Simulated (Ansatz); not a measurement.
**Bands of BN**

```
B N
1.0
     0.00000    1.81235    1.81235
     1.81235    0.00000    1.81235
     1.81235    1.81235    0.00000
B N
1 1
Direct
  0.00000 0.00000 0.00000
  0.25000 0.25000 0.25000
```

Atom numbers follow the list: B1, N2.

The structure comes from a relaxation in the same program, started in the zincblende type, and has space group F-43m. Whether it is a known phase or the ground state wasn't checked.

Theory: Ansatz 0.2.0, DFT, PBE, all-electron LAPW, scalar-relativistic.

Settings: a Γ-centred 16×16×16 k mesh, Fermi–Dirac smearing of 0.03 eV, basis error target 0.25 meV/atom, no spin polarisation.

Points in fractions of the reciprocal vectors of this cell: Γ (0, 0, 0), X (-0.5, -0.5, 0), U (-0.375, -0.375, 0.25), K (-0.375, 0, 0.375), L (0, 0, 0.5), W (-0.5, -0.25, 0.25). The path joins them by straight lines in the order Γ–X–U–K–Γ–L–W–X; legs that retrace an earlier one aren't tabulated. Energies are in eV from the top of the valence band.

**Question.** List the levels at X between -20 and 8.5 eV.

**Answer.** -14.60, -8.86, -4.86 (×2), 4.46.

**Question.** List the levels at U between -20 and 8.5 eV.

**Answer.** -14.52, -8.08, -7.60, -4.04, 6.89.

**Question.** List the levels at Γ between -20 and 8.5 eV.

**Answer.** 0.00 (×3).

**Question.** What is the band gap?

**Answer.** 4.46 eV, indirect from Γ to X (-0.5, -0.5, 0).
